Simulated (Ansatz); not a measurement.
# CaO: changing the pressure

The cell as given:

Symmetry: Fm-3m, No. 225, cubic system. The conventional cell has a = 4.807 Å, b = 4.807 Å, c = 4.807 Å, α = 90.00°, β = 90.00°, γ = 90.00°. Around Ca (site symmetry m-3m) lie 6 O at 2.40 Å. O (site symmetry m-3m) is surrounded by 6 Ca at 2.40 Å.

The cell is a database's computed one, not the measured one.

Kept alike: task relaxation of cell and atoms; functional PBEsol; k mesh 10 × 10 × 10; occupations fermi-dirac, width 0.05 eV; no spin polarisation. Program: Ansatz, Ansatz PAW, cutoff 420 eV. The mesh is that of the run's cell of 2 atoms. No spin-orbit coupling.

```tsv
pressure, P (GPa)	band gap (eV)	volume (Å³/atom)
0	3.544	13.542
2	3.535	?
5	3.520	13.016
10	3.491	12.580
20	3.428	11.889
```

Gaps hold for each row's own relaxed cell. The relaxations keep at least the cell's symmetry (Fm-3m). Runs of this series that gave no sound value for these columns are left out. The runs follow the start's structure, whether or not it is the stable one at these pressures. Ansatz's relaxations hold a Pulay term in the stress (up to 0.5 GPa here). P is the pressure aimed at, which the runs meet within some hundredths to tenths of a GPa. A gap read on the mesh alone can miss an edge between its points. All rows use potentials made for PBE.

Q: Fit the rows shown and predict the run at 2 GPa.

A: Murnaghan's form V = V0 (1 + B′P/B0)^(-1/B′) through the rows shown has V0 = 13.5420, B0 = 116.2 GPa and B′ = 4.11 (largest miss 0.0002); at P = 2 it gives 13.319 Å³/atom. The run gave: volume 13.318 Å³/atom.
